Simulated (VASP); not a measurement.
Crystal: Br.

```xyz
3
Lattice="4.5976 0.0000 0.0000 0.0000 4.5976 0.0000 0.0000 0.0000 4.5976" Properties=species:S:1:pos:R:3 pbc="T T T"
Br    2.2988    0.0000    0.0000
Br    0.0000    2.2988    0.0000
Br    0.0000    0.0000    2.2988
```

Base run:

| Item | Value |
| --- | --- |
| Program | VASP 6.6.1 |
| Functional | r2SCAN |
| Dispersion | D4 |
| Potentials or basis | VASP PAW PBE potentials, release 64 (Br) |
| Cutoff | 520 eV |
| k mesh | 5 × 5 × 5 |
| Occupations | fermi-dirac, width 0.1 eV |
| Spin | no spin polarisation |

Its results: band gap on the k mesh none (metal or under the smearing width); pressure -1.3 GPa.

Q: The run is repeated on the same cell with these changes: occupations from fermi-dirac, width 0.1 eV to fermi-dirac, width 0.25 eV; further incar settings from ALGO = Normal; EDIFF = 1e-07; NBANDS = 18 to ALGO = Normal; EDIFF = 1e-06; NBANDS = 18. What comes out?

A: Band gap on the k mesh none (metal or under the smearing width); pressure -0.5 GPa.

Caveats: the PAW data sets were made with another functional, which shifts forces and pressure a little; an odd number of electrons without spin polarisation forces a metal; a magnetic or distorted state may lie lower; pairwise dispersion overbinds metals, which lowers pressure and volume.
